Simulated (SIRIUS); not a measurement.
Runs of SIRIUS 7.12.0 on ZnCu. The structure is cubic, space group Pm-3m (No. 221). The conventional cell has a = 2.945 Å, b = 2.945 Å, c = 2.945 Å, α = 90.00°, β = 90.00°, γ = 90.00°. Zn (site symmetry m-3m) is surrounded by 8 Cu at 2.55 Å. Cu (site symmetry m-3m) is surrounded by 8 Zn at 2.55 Å. 

```csv
level,potentials or basis,smearing,local orbitals (radial functions),coordinate units,smallest sphere radius times basis cutoff,V0 of scaled cells (Å³/atom),B0 (GPa)
PBE+D4,"all-electron FP-LAPW, apw+lo standard",fermi-dirac 0.05 eV,-,-,-,12.46,131
PBE,"all-electron FP-LAPW, apw+lo rich",gaussian 0.05 eV,"Cu 22, Zn 22",lattice,8.79,13.02,115
PBE+D3(BJ),"all-electron FP-LAPW, apw+lo standard",fermi-dirac 0.05 eV,-,-,-,12.33,(b)
PBE,"all-electron FP-LAPW, apw+lo standard",fermi-dirac 0.05 eV,-,-,-,13.03,113
PBE,"all-electron FP-LAPW, apw+lo standard",gaussian 0.02 eV,"Cu 13, Zn 13",A,8.79,13.02,114
PBE+D3,"all-electron FP-LAPW, apw+lo standard",fermi-dirac 0.05 eV,-,-,-,12.29,(a)
```

Alike in all rows: task equation of state; no spin polarisation; cell as given; k mesh 9 × 9 × 9; cutoff (eV) 195.

**Question.** Fill in the values left out.

**Answer.** (a) 130; (b) 134.

Not every run made on this cell is shown here.
